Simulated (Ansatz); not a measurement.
# Relaxing Ni

These are results of DFT PBE, scalar-relativistic, plane waves, PAW (Ansatz 0.2.0), not measurements. Cutoff 420 eV, Γ-centred k mesh, Gaussian smearing, collinear spin, first started from parallel moments.

A relaxed cell is given with its space group left out.

```
Ni
1.0
     1.24280    0.71753    6.11781
    -1.24280    0.71753    6.11781
     0.00000   -1.43506    6.11781
Ni
3
Direct
  0.00000 0.00000 0.00000
  0.22254 0.22254 0.22254
  0.77746 0.77746 0.77746
```

Energies count from the standard state of Ni at the same level.

Task: What space group does it have?

Result: R-3m (No. 166). Conventional cell: a = 2.486 Å, c = 18.353 Å. Ni on Wyckoff site a (1 atom of the primitive cell) is coordinated by 12 Ni at 2.49 Å; around Ni on Wyckoff site c (2 atoms of the primitive cell) lie 12 Ni at 2.49–2.50 Å.

Task: How far above the standard state of Ni does it lie?

Result: 0.02 eV/atom.

Task: Is it a metal?

Result: Yes, bands cross the Fermi level on the 21×21×21 mesh.

Task: What net moment does it keep?

Result: 0.65 μB per atom, with site moments up to 0.69 μB.

The final run used a 21×21×21 mesh on its 3-atom cell and 0.10 eV smearing. The k mesh leaves about 4 meV/atom of noise in metals. The cell came from a trial start, so Ni may not exist in this structure.